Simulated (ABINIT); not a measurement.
Runs of ABINIT 10.8.3 (patched build) on WC (Qusongite). It takes space group P-6m2 (No. 187, hexagonal). Conventional cell: a = 2.907 Å, b = 2.907 Å, c = 2.837 Å, α = 90.00°, β = 90.00°, γ = 120.00°. W (site symmetry -6m2) is surrounded by 6 C at 2.20 Å. C (site symmetry -6m2) has 6 W at 2.20 Å as nearest neighbours. 

```csv
task,level,potentials or basis,cutoff (eV),fine-grid cutoff,gap on the mesh (eV),pressure (GPa)
band structure,PBE,SPMS NC PBE v1.0,952,-,none,5.4
single point,PBEsol,JTH PAW PBE v2.0,517,1034.03 eV,none,-2.5
single point,PBEsol,PseudoDojo NC SR PBEsol v0.4 stringent,1116,-,none,-3.1
band structure,PBE,PseudoDojo NC SR PBE v0.5 standard,1116,-,none,(a)
single point,PBEsol,PseudoDojo NC SR PBEsol v0.4.1 standard,1116,-,none,-3.1
```

Alike in all rows: no spin polarisation; cell as given; k mesh 10 × 10 × 9; smearing fermi-dirac 0.05 eV.

**Question.** Estimate the missing entries.

**Answer.** (a) 5.7.

Caveats: spin-orbit coupling is left out, which moves the levels of the heavy elements (some runs); the PAW data sets were made with another functional, which shifts forces and pressure a little (some runs).

A k mesh can miss the band edges, and the runs leave out spin-orbit coupling on W.

A gap of «none» marks a metal or a gap under the smearing width.
